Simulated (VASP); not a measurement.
GaSb, 2 atoms in the cell. The structure is cubic, space group F-43m (No. 216). The conventional cell has a = 6.218 Å, b = 6.218 Å, c = 6.218 Å, α = 90.00°, β = 90.00°, γ = 90.00°. Ga (site symmetry -43m) has 4 Sb at 2.69 Å as nearest neighbours. Sb (site symmetry -43m) is surrounded by 4 Ga at 2.69 Å. 

* Program: VASP 6.6.1
* Task: relaxation of cell and atoms
* Functional: PBE
* Potentials or basis: VASP PAW PBE potentials, release 64 (Ga_d, Sb)
* Cutoff: 520 eV
* k mesh: 10 × 10 × 10
* Occupations: gaussian, width 0.02 eV
* Spin: no spin polarisation
* Further INCAR settings: ALGO = Fast; EDIFF = 1e-07; AMIX = 0.2; IBRION = 2; EDIFFG = -0.002; NSW = 80; ISIF = 3

Potentials or basis: VASP PAW PBE potentials, release 64 (Ga_d, Sb).

Run with:

```console
$ cat potpaw_PBE.64/Ga_d/POTCAR potpaw_PBE.64/Sb/POTCAR > POTCAR
$ mpirun -np 1 vasp_std > vasp.out
```

Hardware: 1 thread of Intel(R) Xeon(R) Platinum 8375C CPU @ 2.90GHz (Ice Lake), on a shared host.

Estimate the wall time of this run.

It took 76 s on 1 thread of Intel(R) Xeon(R) Platinum 8375C CPU @ 2.90GHz (Ice Lake), on a shared host, peak memory 0.23 GiB. Counts: scf iterations 30, k points 47, ion steps 3.
